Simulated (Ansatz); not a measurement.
WSi2: enthalpy against pressure

WSi2, I4/mmm, a = 3.211 Å, c = 7.805 Å. Ansatz: r2SCAN, PAW, 500 eV, Γ-centred 18×18×18 mesh on 3 atoms, Gaussian smearing 0.10 eV; no spin polarisation. Cell and atoms are relaxed at each pressure, and no other structure is tried, so the rows at high pressure may lie past a change of phase. y is the enthalpy over the state at zero pressure; there V0 = 13.414 Å³/atom. The pressures are the targets, met within 0.02 GPa.

```tsv
P (GPa)	y (eV/atom)
-1.0	-0.0839
0.0	0.0000
1.0	0.0835
4.0	?
12.0	0.9809
25.0	1.9976
```

Fit y = c1 P + c2 P² + c3 P³ to the other rows, say what c1 and c2 mean, and predict the missing value.

Least squares on the rows shown. y = 0.083702 P − 0.00017397 P² + 8.8152×10⁻⁷ P³. Since dH/dP = V, c1 is V0: 0.083702 eV/GPa × 160.2 = 13.409 Å³ against 13.414; c2 = −V0/(2B0) gives B0 = 241 GPa, where a Birch–Murnaghan fit to the volumes of the same runs (not shown) gives 233 GPa. At P = 4.0 the fit asked for gives 0.3321 eV/atom. The run gave 0.3321 eV/atom, the same to the digits shown.

Spin–orbit coupling is left out, which can shift energies with elements as heavy as these.